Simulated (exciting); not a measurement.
Two BSE runs for the Na K edge of NaI, space group Fm-3m. Run A: exciting, all-electron LAPW+lo, PBEsol, exchange and screened direct term (singlet BSE), 4×4×4 shifted k points, 25 conduction bands, |G+q| up to 3 bohr⁻¹, full RPA screening with nempty = 50, Lorentzian half width 0.45 eV. Run B differs in one setting: k mesh, kernel cutoff, basis, band set, screening or width.

Energy from the Kohn–Sham onset, core level to the lowest empty state found on the meshes used; one zero for both, scaled to A's maximum:

| E (eV) | A | B |
| --- | --- | --- |
| -5.0 | 0.01 | 0.01 |
| -4.5 | 0.02 | 0.01 |
| -4.0 | 0.02 | 0.02 |
| -3.5 | 0.02 | 0.02 |
| -3.0 | 0.03 | 0.03 |
| -2.5 | 0.04 | 0.04 |
| -2.0 | 0.05 | 0.05 |
| -1.5 | 0.08 | 0.08 |
| -1.0 | 0.13 | 0.14 |
| -0.5 | 0.29 | 0.31 |
| 0.0 | 0.75 | 0.58 |
| 0.5 | 0.90 | 0.77 |
| 1.0 | 0.54 | 0.69 |
| 1.5 | 0.48 | 0.55 |
| 2.0 | 0.53 | 0.52 |
| 2.5 | 0.44 | 0.45 |
| 3.0 | 0.35 | 0.35 |
| 3.5 | 0.29 | 0.26 |
| 4.0 | 0.24 | 0.25 |
| 4.5 | 0.21 | 0.23 |
| 5.0 | 0.21 | 0.27 |
| 5.5 | 0.26 | 0.25 |
| 6.0 | 0.27 | 0.24 |
| 6.5 | 0.24 | 0.21 |
| 7.0 | 0.23 | 0.19 |
| 7.5 | 0.21 | 0.19 |
| 8.0 | 0.21 | 0.24 |
| 8.5 | 0.22 | 0.33 |
| 9.0 | 0.21 | 0.26 |
| 9.5 | 0.20 | 0.17 |
| 10.0 | 0.19 | 0.15 |
| 10.5 | 0.17 | 0.17 |
| 11.0 | 0.16 | 0.17 |
| 11.5 | 0.16 | 0.14 |
| 12.0 | 0.15 | 0.16 |
| 12.5 | 0.15 | 0.14 |
| 13.0 | 0.14 | 0.13 |
| 13.5 | 0.13 | 0.12 |
| 14.0 | 0.13 | 0.13 |
| 14.5 | 0.15 | 0.19 |
| 15.0 | 0.21 | 0.23 |
| 15.5 | 0.27 | 0.26 |
| 16.0 | 0.29 | 0.28 |
| 16.5 | 0.25 | 0.26 |
| 17.0 | 0.22 | 0.28 |
| 17.5 | 0.20 | 0.24 |
| 18.0 | 0.20 | 0.23 |
| 18.5 | 0.18 | 0.17 |
| 19.0 | 0.15 | 0.13 |

Q: Which is the likeliest?

The k mesh from 4×4×4 to 2×2×2. Against run A the r.m.s. difference is 19 %. The highest maximum lies at 0.7 eV (0.80), against 0.3 eV (1.00). The first bright state moves from -0.19 to -0.14 eV. The lowest bare transition of this run lies at 1.29 eV, against 0.43. A coarse mesh samples few band energies, and it inflates the long-range part of the attraction. Other settings could leave a like mark; this is the change that was made.

[Hosts, paths, dates, database ids (printed as entryN), source tags and the programs' standing remarks are cut or masked in the printed files.]
